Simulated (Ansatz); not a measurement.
Runs of Ansatz 0.2.0 on BN. It takes space group F-43m (No. 216, cubic). The conventional cell has a = 3.626 Å, b = 3.626 Å, c = 3.626 Å, α = 90.00°, β = 90.00°, γ = 90.00°. Around N (site symmetry -43m) lie 4 B at 1.57 Å. Around B (site symmetry -43m) lie 4 N at 1.57 Å. The cell is a database's computed one.

```tsv
level	gap on the mesh (eV)	pressure (GPa)	relaxed volume (Å³/atom)
BLYP	(c)	0.0	6.07
LDA	4.46	0.0	(b)
RPBE	(a)	0.0	6.05
revPBE	4.54	0.0	6.02
PBEsol	4.37	0.0	5.86
```

Alike in all rows: task relaxation of cell and atoms; potentials or basis all-electron LAPW, scalar-relativistic; no spin polarisation; cell relaxed; k mesh 13 × 13 × 13; smearing fermi-dirac 0.05 eV; basis error allowed 0.001 eV/atom.

Q: Estimate the missing entries.

A: (a) 4.55; (b) 5.74; (c) 4.90.

Caveats: an odd mesh through Γ misses points on the zone boundary, where band edges often lie.

Runs at the PBE level aren't shown here.
